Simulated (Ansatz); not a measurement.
Runs of Ansatz 0.2.0 on La2O3. The structure is trigonal, space group P321 (No. 150). Conventional cell: a = 6.370 Å, b = 6.370 Å, c = 3.290 Å, α = 90.00°, β = 90.00°, γ = 120.00°. La (site symmetry 3) has 6 O at 2.46 to 2.47 Å as nearest neighbours. Around O (site symmetry 2) lie 4 La at 2.46 to 2.47 Å. The cell comes from a database or a generator and needn't be the stable form of this composition.

| task | level | cell | k mesh | points for each segment of the path | gap on the mesh (eV) | pressure (GPa) | relaxed volume (Å³/atom) | largest force (eV/Å) |
| --- | --- | --- | --- | --- | --- | --- | --- | --- |
| relaxation of cell and atoms | PBEsol | relaxed | 5 × 5 × 8 | - | (b) | 0.0 | 22.38 | - |
| relaxation of cell and atoms | LDA | relaxed | 5 × 5 × 8 | - | 1.20 | 0.0 | 21.89 | - |
| band structure | HSE06 | as given | 4 × 4 × 6 | 4 | (c) | - | - | 0.04 |
| band structure | PBEsol | as given | 5 × 5 × 8 | 14 | 1.56 | (a) | - | 0.04 |
| band structure | PBE0 | as given | 4 × 4 × 6 | 4 | 3.60 | - | - | 0.04 |

Alike in all rows: potentials or basis Ansatz PAW; no spin polarisation; cutoff (eV) 420; smearing fermi-dirac 0.05 eV.

Task: Estimate the missing entries.

Result: (a) -3.1; (b) 1.39; (c) 2.86.

Caveats: spin-orbit coupling is left out, which moves the levels of the heavy elements; the PAW data sets come from PBE, with cores solved anew for the run's functional, which leaves a small shift of forces and pressure; odd divisions of the mesh miss points on the zone boundary, where band edges often lie, so the gap on the mesh can be too wide (some runs); the plane-wave basis is chosen anew once the cell has moved, so the energies of steps on either side of that aren't comparable (some runs); the magnetic or orbital state may not be the lowest (some runs).

A k mesh can miss the band edges, and the runs leave out spin-orbit coupling on La.

Not every run made on this cell is shown here.
